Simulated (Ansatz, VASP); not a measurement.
# Se: VASP beside Ansatz

```xyz
3
Lattice="4.5155 0.0000 0.0000 -2.2577 3.9105 0.0000 0.0000 0.0000 4.9957" Properties=species:S:1:pos:R:3 pbc="T T T"
Se    0.9768    0.0000    4.1631
Se   -0.4884    0.8459    0.8326
Se    1.7693    3.0646    2.4979
```

Alike in both runs: functional r2SCAN; k mesh 6 × 6 × 6; occupations gaussian, width 0.05 eV; no spin polarisation.

Ansatz relaxed the structure, and its values are those at the end. VASP's run is a single point on that final structure, the one shown.

|  | VASP | Ansatz |
| --- | --- | --- |
| version | VASP 6.6.1 | Ansatz 0.2.0 |
| potentials or method | VASP PAW PBE potentials, release 64 (Se) | scalar-relativistic, plane waves, PAW |
| plane-wave cutoff (eV) | 520 | 500 |
| valence electrons in the cell | 18 | 48 |

Ansatz gave:

```
gap on the k mesh at the Fermi level (eV) : 1.33
least direct gap on the mesh (eV)         : 1.59
pressure (GPa)                            : 0.0
rms of the force components (eV/Å)        : 0.005
```

Task: Estimate VASP's values.

Result: gap on the k mesh at the Fermi level (eV): 1.32; least direct gap on the mesh (eV): 1.58; pressure (GPa): -0.1; rms of the force components (eV/Å): 0.006.

With one functional, cell and mesh, what is left measures potentials, basis and numerics. The two sets of potentials don't hold the same shells in valence.

Caveats: the PAW data sets were made with another functional, which shifts forces and pressure a little (VASP). r2SCAN opens gaps a little over a GGA but as a rule still falls short of measured ones. A k mesh can miss the band edges.
